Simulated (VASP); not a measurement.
Here is a VASP 6.6.1 calculation.

File POSCAR:

```
Te
1.0
    4.4540000000      0.0000000000      0.0000000000
   -2.2270000000      3.8572771485      0.0000000000
    0.0000000000      0.0000000000      5.9240000000
Te
3
Direct
    0.7310000000      0.7310000000      0.0000000000
    0.0000000000      0.2690000000      0.6666666667
    0.2690000000      0.0000000000      0.3333333333
```

INCAR.step1

```
  ALGO = Normal
  EDIFF = 1E-8
  ENCUT = 520
  GGA = PE
  ISIF = 2
  ISMEAR = 0
  LASPH = True
  LCHARG = False
  LEPSILON = True
  LREAL = False
  LWAVE = False
  NELM = 80
  PREC = Accurate
  SIGMA = 0.02
```

The input KPOINTS.step1:

```
Automatic mesh
0
G
  8 8 4
  0 0 0
```

File INCAR.step2:

```
  ALGO = Normal
  EDIFF = 1E-5
  ENCUT = 520
  GGA = PE
  ISIF = 2
  ISMEAR = 0
  LASPH = True
  LCHARG = False
  LREAL = False
  LWAVE = True
  NBANDS = 16
  NELM = 80
  PREC = Accurate
  SIGMA = 0.02
```

The input KPOINTS.step2:

```
k-points
0
Gamma
  4 4 4
```

Contents of INCAR.step3:

```
  AEXX = 0.0203
  ALGO = Normal
  EDIFF = 1E-6
  ENCUT = 520
  GGA = PE
  HFRCUT = -1
  ISIF = 2
  ISMEAR = 0
  ISTART = 1
  LASPH = True
  LCHARG = False
  LHFCALC = True
  LREAL = False
  LWAVE = False
  NBANDS = 16
  NELM = 80
  PREC = Accurate
  PRECFOCK = Fast
  SIGMA = 0.02
```

The input KPOINTS.step3:

```
k-points
0
Gamma
  4 4 4
```

File KPOINTS_OPT:

```
path GMKGALHA,LM,KH
12
line-mode
reciprocal
 0.0000000000  0.0000000000  0.0000000000  G
 0.5000000000  0.0000000000  0.0000000000  M

 0.5000000000  0.0000000000  0.0000000000  M
 0.3333333333  0.3333333333  0.0000000000  K

 0.3333333333  0.3333333333  0.0000000000  K
 0.0000000000  0.0000000000  0.0000000000  G

 0.0000000000  0.0000000000  0.0000000000  G
 0.0000000000  0.0000000000  0.5000000000  A

 0.0000000000  0.0000000000  0.5000000000  A
 0.5000000000  0.0000000000  0.5000000000  L

 0.5000000000  0.0000000000  0.5000000000  L
 0.3333333333  0.3333333333  0.5000000000  H

 0.3333333333  0.3333333333  0.5000000000  H
 0.0000000000  0.0000000000  0.5000000000  A

 0.5000000000  0.0000000000  0.5000000000  L
 0.5000000000  0.0000000000  0.0000000000  M

 0.3333333333  0.3333333333  0.0000000000  K
 0.3333333333  0.3333333333  0.5000000000  H
```

Potentials or basis: VASP PAW PBE potentials, release 64 (Te).

Run with:

```console
$ cat potpaw_PBE.64/Te/POTCAR > POTCAR
$ cp INCAR.step1 INCAR
$ cp KPOINTS.step1 KPOINTS
$ mpirun -np 1 vasp_std > vasp.out
$ cp INCAR.step2 INCAR
$ cp KPOINTS.step2 KPOINTS
$ mpirun -np 1 vasp_std > vasp.out
$ cp INCAR.step3 INCAR
$ cp KPOINTS.step3 KPOINTS
$ mpirun -np 1 vasp_std > vasp.out
```

(1) Estimate the largest force.

(2) Estimate the band gap along the path.

(3) What does it give for the pressure?

Results:

(1) 0.101 eV/Å.

(2) 0.20 eV, indirect (least direct gap 0.22 eV).

(3) 1.2 GPa.

Caveat: the PAW data sets were made with another functional, which shifts forces and pressure a little; spin-orbit coupling is left out, which moves the levels of the heavy elements.
